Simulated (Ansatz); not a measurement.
# Ni (Im-3m) in Ansatz: notebook

Runs on Ni. Level: PBEsol. Tasks: relaxation of cell and atoms.

All numbers are computed with Ansatz 0.2.0; they aren't measurements. Logs are shortened: lines on timing, memory, paths and dates and some standing lists are left out, and cuts for length are marked.

## (1) Starting point

Symmetry: Im-3m, No. 229, cubic system. Conventional cell: a = 2.767 Å, b = 2.767 Å, c = 2.767 Å, α = 90.00°, β = 90.00°, γ = 90.00°. Around Ni (site symmetry m-3m) lie 8 Ni at 2.40 Å.

This isn't the form of Ni at room conditions, which is fcc.

## (2) Relaxation of cell and atoms, PBEsol, collinear spin, ferromagnetic start

input.yaml

```yaml
crystal:
  lattice:
    - [-1.38371547, 1.38371547, 1.38371547]
    - [1.38371547, -1.38371547, 1.38371547]
    - [1.38371547, 1.38371547, -1.38371547]
  atoms:
    - { symbol: Ni, position: [0.0, 0.0, 0.0], spin: 1.0 }
kpoints:
  mp_grid: { grid: [13, 13, 13] }
scf:
  occupations: { method: fermi_dirac, width: 0.05 }
hamiltonian:
  xc: pbesol
  pseudopotentials: { kind: all_electron, lapw: { basis_error: 0.001 } }
magnetization:
  spin_polarized: true
output:
  forces: true
  stress: true
relax:
  f_tol: 0.01
  max_steps: 60
  cell: {}
```

Potentials or basis: all-electron LAPW, scalar-relativistic.

Started as:

```sh
> ansatz run input.yaml --threads 2 --pin off --max-ram 6144MiB --backend cpu --events-out ev --progress --plain --runs-dir out
```

Standard output:

```text
Warning: RAYON_NUM_THREADS=2 ignored (pool sized by the plan → 2); use --threads N
The last accepted step is kept in <dir> (removed where the run ends without a failure and the disk answers)
LAPW: plane waves up to 9.773 Å⁻¹, error target 1.0e-3 eV per atom; small_component_spin mean_spin; Ni in spheres of 1.162 Å, 18 of its electrons in bands, Dirac shells [] (how accurate: hamiltonian.pseudopotentials.lapw.basis_error, Limitations)
Engine: ansatz 0.2.0, aarch64-unknown-linux-gnu
Pseudopotentials: kind: all_electron
Pseudopotential: Ni, LAPW, valence charge 18, lapw/all_electron/scalar/gaussian/Ni, Koelling and Harmon's equation, gaussian nucleus
Functional definition: PBEsol
  exchange = pbesol_x
  correlation = pbesol_c
Crystal: 1 atoms, lattice volume = 10.597 Å³
Basis set: ecut = 363.88036245329357 eV, 177 PW (Γ), exchange–correlation at level 2
Bands: 14, of which v1, the nominal top of the filled ones, is band 9 counted from 1 (8 counted from 0)
Symmetry: 48 space group operations
Space group: Im-3m (ITA 229), of the structure as read, at distance tolerance 2.2e-5 Å
Magnetic group: BNS 229.140 (UNI 1642), of the structure as read, at distance tolerance 2.2e-5 Å
k-points: 84 of 2197
Non-local potential: Ni, projectors of the file, none
Initial density: superposition of atomic densities (chi_scale 0.1, normalization cell)
Starting moments: Σ|m| = 1 μB on 1 of 1 site
Initial wavefunctions: plane waves of lowest kinetic energy (no species holds an atomic orbital)
Functional: x = pbesol(κ = 0.804, μ = 0.12345679012345678), c = pbesol(β = 0.046)
iter 1 solved again at ethr=1.80e-6 eV; its pass at ethr=1.00e-1 eV (dr2=3.25e-4 eV) is discarded
SCF iter   1: F=—  HF=-41347.978673 eV  |F-HF|=—  |Δ(HF+E_count)|=         —  Δρ=1.69e-2 (↑1.64e-2 ↓1.69e-2)  dr2=3.04e-4  dr2_m=2.67e-2  M=0.669 μB ∫|m|=0.734 μB  β_m=0.30  ethr=1.80e-6  ⟨swp⟩=4.2  Hψ=19785  notcnv=0
Mixer restart at iter 1: flushing history
preconditioner: auto → none  [metal: Δε(μ)=0.002 eV  Ē_g=17.189 eV  σ=0.050 eV  W_gap=0.01  n_scr=0 (ndim 8)  ℏωp=36.1 eV  f_vac=0.000  D(μ)=1.99/eV (n_scr^D=42)]
SCF iter   2: F=—  HF=-41348.018437 eV  |F-HF|=—  |Δ(HF+E_count)|=         —  Δρ=1.44e-2 (↑1.43e-2 ↓1.44e-2)  dr2=6.93e-5  dr2_m=2.00e-2  M=0.628 μB ∫|m|=0.665 μB  β_m=0.30  ethr=1.69e-6  ⟨swp⟩=3.0  Hψ=6775  notcnv=0
Mixer restart at iter 2: flushing history
SCF iter   3: F=—  HF=-41348.019858 eV  |F-HF|=—  |Δ(HF+E_count)|=   1.42e-3  Δρ=1.05e-2 (↑1.04e-2 ↓1.05e-2)  dr2=2.66e-5  dr2_m=1.06e-2  M=0.620 μB ∫|m|=0.662 μB  β_m=0.65  ethr=3.85e-7  ⟨swp⟩=2.9  Hψ=6490  notcnv=0
SCF iter   4: F=—  HF=-41348.022256 eV  |F-HF|=—  |Δ(HF+E_count)|=   2.40e-3  Δρ=5.51e-4 (↑5.51e-4 ↓4.44e-4)  dr2=5.13e-6  dr2_m=2.23e-5  M=0.592 μB ∫|m|=0.647 μB  β_m=0.79  ethr=1.48e-7  ⟨swp⟩=3.0  Hψ=7107  notcnv=0
SCF iter   5: F=—  HF=-41348.022422 eV  |F-HF|=—  |Δ(HF+E_count)|=         —  Δρ=1.43e-4 (↑1.37e-4 ↓1.43e-4)  dr2=4.09e-6  dr2_m=9.16e-9  M=0.591 μB ∫|m|=0.646 μB  β_m=0.61  ethr=2.85e-8  ⟨swp⟩=3.0  Hψ=6825  notcnv=0
the basis was enlarged: its passes take 634.1 KiB over the memory plan, 2 of 2 planned eigensolver slots
iter 6 solved again at ethr=1.92e-9 eV; its pass at ethr=2.27e-8 eV (dr2=3.45e-7 eV) is discarded
SCF iter   6: F=—  HF=-41348.022392 eV  |F-HF|=—  |Δ(HF+E_count)|=   2.97e-5  Δρ=4.83e-5 (↑3.11e-5 ↓4.83e-5)  dr2=3.45e-7  dr2_m=2.11e-8  M=0.591 μB ∫|m|=0.647 μB  β_m=0.74  ethr=1.92e-9  ⟨swp⟩=2.0  Hψ=10833  notcnv=0
SCF iter   7: F=—  HF=-41348.022396 eV  |F-HF|=—  |Δ(HF+E_count)|=   4.18e-6  Δρ=1.41e-5 (↑4.53e-6 ↓1.41e-5)  dr2=7.96e-9  dr2_m=4.68e-9  M=0.590 μB ∫|m|=0.646 μB  β_m=0.77  ethr=1.92e-9  ⟨swp⟩=2.3  Hψ=6202  notcnv=0
SCF iter   8: F=—  HF=-41348.022396 eV  |F-HF|=—  |Δ(HF+E_count)|=   7.09e-8  Δρ=3.69e-6 (↑9.91e-7 ↓3.69e-6)  dr2=5.25e-10  dr2_m=3.41e-10  M=0.590 μB ∫|m|=0.646 μB  β_m=0.88  ethr=4.42e-11  ⟨swp⟩=2.8  Hψ=6326  notcnv=0
SCF iter   9: F=-41348.022396 eV  HF=-41348.022396 eV  |F-HF|=6.18e-10  |Δ(HF+E_count)|=   8.51e-9  Δρ=8.11e-7 (↑1.93e-7 ↓8.11e-7)  dr2=3.74e-11  dr2_m=1.58e-11  M=0.590 μB ∫|m|=0.646 μB  ethr=2.92e-12  ⟨swp⟩=3.0  Hψ=6539  notcnv=0
SCF 1 converged in 9 iterations: F = -41348.022396 eV  dr2 = 3.74e-11
relax step   1: F+E_penalty+E_count = -41348.02239610 eV  Δ(F+E_penalty+E_count) = +0.000e0 eV  max|allowed force component| = 0.000e0 eV/Å  Δτ_max = 0.0000 Å  P = -2.434 GPa  Ω = 10.597 Å³  (9 SCF iters, accepted)
Crystal: 1 atoms, lattice volume = 10.539 Å³
Basis set: ecut = 365.2290683834505 eV, 177 PW (Γ), exchange–correlation at level 2
Initial density: handed on by an earlier stage of this run
Starting moments: Σ|m| = 1 μB on 1 of 1 site; this step starts from the density that it was given
Initial wavefunctions: those handed on with the density
iter 1 solved again at ethr=5.96e-9 eV; its pass at ethr=1.00e-1 eV (dr2=1.07e-6 eV) is discarded
SCF iter   1: F=—  HF=-41348.023065 eV  |F-HF|=—  |Δ(HF+E_count)|=         —  Δρ=2.22e-4 (↑2.22e-4 ↓2.00e-4)  dr2=6.85e-8  dr2_m=4.28e-6  M=0.587 μB ∫|m|=0.642 μB  β_m=0.65  ethr=5.96e-9  ⟨swp⟩=5.0  Hψ=14643  notcnv=0
preconditioner: auto → none  [metal: Δε(μ)=0.033 eV  Ē_g=17.201 eV  σ=0.050 eV  W_gap=0.16  n_scr=0 (ndim 8)  ℏωp=36.2 eV  f_vac=0.000  D(μ)=1.81/eV (n_scr^D=18)]
SCF iter   2: F=—  HF=-41348.023072 eV  |F-HF|=—  |Δ(HF+E_count)|=   6.63e-6  Δρ=7.59e-5 (↑6.65e-5 ↓7.59e-5)  dr2=1.28e-8  dr2_m=4.87e-7  M=0.587 μB ∫|m|=0.642 μB  β_m=0.59  ethr=3.80e-10  ⟨swp⟩=3.0  Hψ=7008  notcnv=0
SCF iter   3: F=—  HF=-41348.023072 eV  |F-HF|=—  |Δ(HF+E_count)|=   1.74e-7  Δρ=4.54e-5 (↑4.54e-5 ↓2.01e-5)  dr2=1.37e-7  dr2_m=5.68e-8  M=0.587 μB ∫|m|=0.642 μB  β_m=0.50  ethr=7.10e-11  ⟨swp⟩=3.0  Hψ=7032  notcnv=0
SCF iter   4: F=—  HF=-41348.023072 eV  |F-HF|=—  |Δ(HF+E_count)|=   7.84e-8  Δρ=7.90e-6 (↑7.59e-6 ↓7.90e-6)  dr2=1.15e-8  dr2_m=7.52e-10  M=0.587 μB ∫|m|=0.642 μB  β_m=0.75  ethr=7.10e-11  ⟨swp⟩=3.0  Hψ=7015  notcnv=0
SCF iter   5: F=—  HF=-41348.023073 eV  |F-HF|=—  |Δ(HF+E_count)|=   5.25e-7  Δρ=4.10e-6 (↑2.20e-6 ↓4.10e-6)  dr2=1.58e-9  dr2_m=3.39e-10  M=0.587 μB ∫|m|=0.642 μB  β_m=0.87  ethr=6.40e-11  ⟨swp⟩=3.0  Hψ=6995  notcnv=0
SCF iter   6: F=-41348.023073 eV  HF=-41348.023073 eV  |F-HF|=3.79e-9  |Δ(HF+E_count)|=   6.73e-8  Δρ=1.79e-6 (↑5.59e-7 ↓1.79e-6)  dr2=2.13e-10  dr2_m=7.52e-11  M=0.587 μB ∫|m|=0.642 μB  ethr=8.76e-12  ⟨swp⟩=3.0  Hψ=7008  notcnv=0
SCF 2 converged in 6 iterations: F = -41348.023073 eV  dr2 = 2.13e-10
relax step   2: F+E_penalty+E_count = -41348.02307267 eV  Δ(F+E_penalty+E_count) = -6.766e-4 eV  max|allowed force component| = 0.000e0 eV/Å  Δτ_max = 0.0000 Å  P = -1.257 GPa  Ω = 10.539 Å³  (6 SCF iters, accepted)
Crystal: 1 atoms, lattice volume = 10.477 Å³
Basis set: ecut = 366.6665884901201 eV, 177 PW (Γ), exchange–correlation at level 2
iter 1 solved again at ethr=6.48e-9 eV; its pass at ethr=1.00e-1 eV (dr2=1.17e-6 eV) is discarded
SCF iter   1: F=—  HF=-41348.023303 eV  |F-HF|=—  |Δ(HF+E_count)|=         —  Δρ=2.49e-4 (↑2.49e-4 ↓2.24e-4)  dr2=8.29e-8  dr2_m=5.34e-6  M=0.583 μB ∫|m|=0.637 μB  β_m=0.65  ethr=6.48e-9  ⟨swp⟩=5.0  Hψ=14693  notcnv=0
preconditioner: auto → none  [metal: Δε(μ)=0.033 eV  Ē_g=17.275 eV  σ=0.050 eV  W_gap=0.16  n_scr=0 (ndim 8)  ℏωp=36.3 eV  f_vac=0.000  D(μ)=1.80/eV (n_scr^D=18)]
SCF iter   2: F=—  HF=-41348.023310 eV  |F-HF|=—  |Δ(HF+E_count)|=   7.26e-6  Δρ=8.54e-5 (↑7.58e-5 ↓8.54e-5)  dr2=1.37e-8  dr2_m=6.20e-7  M=0.583 μB ∫|m|=0.637 μB  β_m=0.60  ethr=4.60e-10  ⟨swp⟩=3.0  Hψ=7011  notcnv=0
SCF iter   3: F=—  HF=-41348.023311 eV  |F-HF|=—  |Δ(HF+E_count)|=   3.66e-7  Δρ=5.08e-5 (↑5.08e-5 ↓2.26e-5)  dr2=1.65e-7  dr2_m=7.34e-8  M=0.583 μB ∫|m|=0.637 μB  β_m=0.50  ethr=7.58e-11  ⟨swp⟩=3.0  Hψ=7092  notcnv=0
SCF iter   4: F=—  HF=-41348.023311 eV  |F-HF|=—  |Δ(HF+E_count)|=   7.98e-8  Δρ=8.24e-6 (↑8.24e-6 ↓8.00e-6)  dr2=1.28e-8  dr2_m=7.03e-10  M=0.583 μB ∫|m|=0.637 μB  β_m=0.75  ethr=7.58e-11  ⟨swp⟩=3.0  Hψ=7013  notcnv=0
SCF iter   5: F=—  HF=-41348.023311 eV  |F-HF|=—  |Δ(HF+E_count)|=   5.61e-7  Δρ=4.48e-6 (↑2.53e-6 ↓4.48e-6)  dr2=1.94e-9  dr2_m=4.01e-10  M=0.583 μB ∫|m|=0.637 μB  β_m=0.87  ethr=7.12e-11  ⟨swp⟩=3.0  Hψ=6989  notcnv=0
SCF iter   6: F=-41348.023311 eV  HF=-41348.023311 eV  |F-HF|=4.96e-9  |Δ(HF+E_count)|=   8.06e-8  Δρ=2.04e-6 (↑6.68e-7 ↓2.04e-6)  dr2=2.82e-10  dr2_m=9.37e-11  M=0.583 μB ∫|m|=0.637 μB  ethr=1.08e-11  ⟨swp⟩=3.0  Hψ=7005  notcnv=0
SCF 3 converged in 6 iterations: F = -41348.023311 eV  dr2 = 2.82e-10
relax step   3: F+E_penalty+E_count = -41348.02331120 eV  Δ(F+E_penalty+E_count) = -2.385e-4 eV  max|allowed force component| = 0.000e0 eV/Å  Δτ_max = 0.0000 Å  P = +0.028 GPa  Ω = 10.477 Å³  (6 SCF iters, accepted)
iter 1 solved again at ethr=1.00e-12 eV; its pass at ethr=1.00e-1 eV (dr2=1.25e-11 eV) is discarded
SCF iter   1: F=—  HF=-41348.023311 eV  |F-HF|=—  |Δ(HF+E_count)|=         —  Δρ=1.38e-6 (↑9.89e-7 ↓1.38e-6)  dr2=1.25e-11  dr2_m=1.32e-10  M=0.583 μB ∫|m|=0.637 μB  β_m=0.65  ethr=1.00e-12  ⟨swp⟩=5.9  Hψ=13222  notcnv=0
preconditioner: auto → none  [metal: Δε(μ)=0.033 eV  Ē_g=17.270 eV  σ=0.050 eV  W_gap=0.16  n_scr=0 (ndim 8)  ℏωp=36.3 eV  f_vac=0.000  D(μ)=1.80/eV (n_scr^D=18)]
SCF iter   2: F=—  HF=-41348.023311 eV  |F-HF|=—  |Δ(HF+E_count)|=   1.03e-9  Δρ=9.27e-7 (↑8.46e-7 ↓9.27e-7)  dr2=6.10e-13  dr2_m=7.53e-11  M=0.583 μB ∫|m|=0.637 μB  β_m=0.65  ethr=1.00e-12  ⟨swp⟩=2.3  Hψ=6181  notcnv=0
SCF iter   3: F=-41348.023311 eV  HF=-41348.023311 eV  |F-HF|=4.18e-9  |Δ(HF+E_count)|=  8.95e-10  Δρ=1.01e-6 (↑6.62e-7 ↓1.01e-6)  dr2=1.46e-10  dr2_m=5.28e-12  M=0.583 μB ∫|m|=0.637 μB  ethr=1.00e-12  ⟨swp⟩=2.2  Hψ=6165  notcnv=0
SCF 4 converged in 3 iterations: F = -41348.023311 eV  dr2 = 1.46e-10
relax step   4: F+E_penalty+E_count = -41348.02331117 eV  Δ(F+E_penalty+E_count) = +2.988e-8 eV  max|allowed force component| = 0.000e0 eV/Å  Δτ_max = 0.0000 Å  P = +0.028 GPa  Ω = 10.477 Å³  stress off target by 2.81e-2 GPa  SCF on the basis re-selected at this cell (its energy is not comparable with the rows above)  (3 SCF iters)
basis re-selected at this cell: Δ(F+E_penalty+E_count) = +2.988e-8 eV, ΔP = +0.000 GPa vs the last step (what re-selecting the basis moved, after the strain that the cell walked since its last selection, with what the two solves' SCF thresholds leave and, on support functions, any second-order correction that the steps lacked; it is no measure of the basis error at this ecutwfc). This SCF's stress stands 2.81e-2 GPa from its target on what of the cell is left free (relax.cell.stress_tol is 5.00e-2 GPa) and its largest allowed force component is 0.00e0 eV/Å (relax.f_tol is 1.00e-2 eV/Å): within both
SCF converged after 3 iterations
Magnetization: 0.5830 μB (9.2915 up, 8.7085 down)
Absolute magnetization: 0.6373 μB (∫|ρ↑−ρ↓|)
Spin contamination: 0.0046 ħ² per cell (⟨S²⟩ above its minimum at these occupations)
Per-site moments (μB) at R_I (Å): [(0.606054952572304, 1.1579579701091025)]
Free energy (F): -41348.023311 eV
Harris-Foulkes:  -41348.023311 eV  (|F-HF|=4.18e-9)
Internal energy: -41348.008347 eV  (E = F + TS)
E sigma→0 (E₀):  -41348.015829 eV
Entropy (-TS):   -0.014964 eV (-14.964 meV/atom)
Fermi energy:    18.841821 eV
--- Per-component energies (eV) ---
  E_band       = -268.481283
  E_kinetic    = 42005.583354
  E_xc         = -1695.568205
  E_electrostatic = -81658.023496  (all electrons and nuclei)
  E_smearing   = -0.014964  (= −TS)
  E_closure    = 0.000000  (closes the sum)
  E_atoms      = -41340.345444  (free atoms, spherical and without spin; not in F)
  Σ components = -41348.023311   (vs F -41348.023311, Δ=0.00e0)
  Basis errors (estimates in eV, not in F): energy 2.7e-4 per atom: plane waves 2.6e-4 (1.4e-4 summed), levels above the bands 3.0e-146, relativity 1.6e-8, radial functions 1.5e-5, core shells 2.2e-9; eigenvalues (radial functions only) 2.1e-5; not estimated: angular momenta, meshes, grids; target (lapw.basis_error) 1.0e-3; muffin-tin radii Ni 1.158 Å
--- Forces (eV/Å), atoms counted from 1 ---
  atom   1  Ni    -0.00000000     0.00000000    -0.00000000
  max |Σ_I F_I| component: 2.77e-32 eV/Å
--- Stress (GPa, compression-positive) ---
        0.028059       0.000000      -0.000000
        0.000000       0.028059      -0.000000
       -0.000000      -0.000000       0.028059
  P = ⅓ Tr σ = 0.0281 GPa (0.281 kbar)
--- Relaxed structure (3 steps of the walk, 3 accepted, 1 SCFs on fresh bases) ---
  F+E_penalty+E_count = -41348.02331117 eV   max|allowed force component| = 0.000e0 eV/Å   (the final SCF, on the basis selected at the relaxed cell)
  cell:  # Å, volume = 10.4769 Å³
    - [-1.3784481561131894, 1.3784481561131894, 1.3784481561131894]
    - [1.3784481561131894, -1.3784481561131894, 1.3784481561131894]
    - [1.3784481561131894, 1.3784481561131894, -1.3784481561131894]
  atoms:
    - { symbol: Ni, position: [0.0, 0.0, 0.0] }
```

Wall time 18 s (2 threads of Arm Neoverse V2, shared host); peak memory 0.35 GiB.

What came out:

* Free energy: -41348.0233 eV
* Relaxed volume: 10.48 Å³/atom
* Relaxed cell: a = 2.388 Å, b = 2.388 Å, c = 2.388 Å, α = 109.47°, β = 109.47°, γ = 109.47°
* Space group after relaxing (to 0.05 Å): Im-3m (No. 229)
* Energy gained by relaxing: 0.9 meV/atom
* Ionic steps: 4
* Pressure after relaxing: 0.0 GPa
* Net moment: 0.58 μB per cell
* Absolute moment: 0.64 μB per cell
* Site moments: Ni +0.61 μB

Step by step:
| step | energy change (eV) | largest force (eV/Å) | volume (Å³) |
| --- | --- | --- | --- |
| 1 | 0.0000 | 0.0000 | 10.60 |
| 2 | -0.0007 | 0.0000 | 10.54 |
| 3 | -0.0009 | 0.0000 | 10.48 |
| 4 | -0.0009 | 0.0000 | 10.48 |

Final structure:
```
CELL_PARAMETERS angstrom
-1.37845 1.37845 1.37845
1.37845 -1.37845 1.37845
1.37845 1.37845 -1.37845
ATOMIC_POSITIONS crystal
Ni 0.00000 0.00000 0.00000
```

## (3) Relaxation of cell and atoms, PBEsol, collinear spin, ferromagnetic start, target pressure 5 GPa, at which the enthalpy is minimised

Edit input.yaml of step 2 so:

```diff
@@ -22,2 +22,2 @@
   max_steps: 60
-  cell: {}
+  cell: { p_target: 5 }
```

Potentials or basis: all-electron LAPW, scalar-relativistic.

Started as:

```sh
> ansatz run input.yaml --threads 2 --pin off --max-ram 6144MiB --backend cpu --events-out ev --progress --plain --runs-dir out
```

Standard output:

```text
Warning: RAYON_NUM_THREADS=2 ignored (pool sized by the plan → 2); use --threads N
[... 1 set-up line as earlier in the session ...]
LAPW: plane waves up to 9.773 Å⁻¹, error target 1.0e-3 eV per atom; small_component_spin mean_spin; Ni in spheres of 1.162 Å, 18 of its electrons in bands, Dirac shells [] (how accurate: hamiltonian.pseudopotentials.lapw.basis_error, Limitations)
[... 6 set-up lines as earlier in the session ...]
Crystal: 1 atoms, lattice volume = 10.597 Å³
Basis set: ecut = 363.88036245329357 eV, 177 PW (Γ), exchange–correlation at level 2
Bands: 14, of which v1, the nominal top of the filled ones, is band 9 counted from 1 (8 counted from 0)
[... 2 set-up lines as earlier in the session ...]
Magnetic group: BNS 229.140 (UNI 1642), of the structure as read, at distance tolerance 2.2e-5 Å
k-points: 84 of 2197
[... 81 lines left out ...]
Entropy (-TS):   -0.014917 eV (-14.917 meV/atom)
Fermi energy:    19.347491 eV
--- Per-component energies (eV) ---
  E_band       = -260.099486
  E_kinetic    = 42006.534986
  E_xc         = -1695.792524
  E_electrostatic = -81658.747432  (all electrons and nuclei)
  E_smearing   = -0.014917  (= −TS)
  E_closure    = 0.000000  (closes the sum)
  E_atoms      = -41340.345444  (free atoms, spherical and without spin; not in F)
  Σ components = -41348.019887   (vs F -41348.019887, Δ=0.00e0)
  Basis errors (estimates in eV, not in F): energy 2.8e-4 per atom: plane waves 2.6e-4 (1.4e-4 summed), levels above the bands 3.0e-148, relativity 1.6e-8, radial functions 1.5e-5, core shells 2.7e-9; eigenvalues (radial functions only) 2.1e-5; not estimated: angular momenta, meshes, grids; target (lapw.basis_error) 1.0e-3; muffin-tin radii Ni 1.150 Å
--- Forces (eV/Å), atoms counted from 1 ---
  atom   1  Ni     0.00000000     0.00000000    -0.00000000
  max |Σ_I F_I| component: 1.03e-33 eV/Å
--- Stress (GPa, compression-positive) ---
        5.003500      -0.000000       0.000000
       -0.000000       5.003500      -0.000000
        0.000000      -0.000000       5.003500
  P = ⅓ Tr σ = 5.0035 GPa (50.035 kbar)
--- Relaxed structure (4 steps of the walk, 4 accepted, 1 SCFs on fresh bases) ---
  F+E_penalty+E_count = -41348.01988699 eV   max|allowed force component| = 0.000e0 eV/Å   (the final SCF, on the basis selected at the relaxed cell)
  cell:  # Å, volume = 10.2546 Å³
    - [-1.36862957063564, 1.36862957063564, 1.36862957063564]
    - [1.36862957063564, -1.36862957063564, 1.36862957063564]
    - [1.36862957063564, 1.36862957063564, -1.36862957063564]
  atoms:
    - { symbol: Ni, position: [0.0, 0.0, 0.0] }
```

It took 24 s on 2 threads of Arm Neoverse V2, shared host; peak memory 0.35 GiB.

Results:

```
Free energy                                            : -41348.0199 eV
Relaxed volume                                         : 10.25 Å³/atom
Relaxed cell                                           : a = 2.371 Å, b = 2.371 Å, c = 2.371 Å, α = 109.47°, β = 109.47°, γ = 109.47°
Space group after relaxing (to 0.05 Å)                 : Im-3m (No. 229)
Energy change on relaxing (the enthalpy is what falls) : +2.5 meV/atom
Ionic steps                                            : 5
Pressure after relaxing                                : 5.0 GPa
Net moment                                             : 0.57 μB per cell
Absolute moment                                        : 0.62 μB per cell
Site moments                                           : Ni +0.59 μB
```

The path:
```tsv
step	energy change (eV)	largest force (eV/Å)	volume (Å³)
1	0.0000	0.0000	10.60
2	-0.0007	0.0000	10.42
3	0.0028	0.0000	10.25
4	0.0025	0.0000	10.25
5	0.0025	0.0000	10.25
```

Final structure:
```xyz
1
Lattice="-1.3686 1.3686 1.3686 1.3686 -1.3686 1.3686 1.3686 1.3686 -1.3686" Properties=species:S:1:pos:R:3 pbc="T T T"
Ni    0.0000    0.0000    0.0000
```
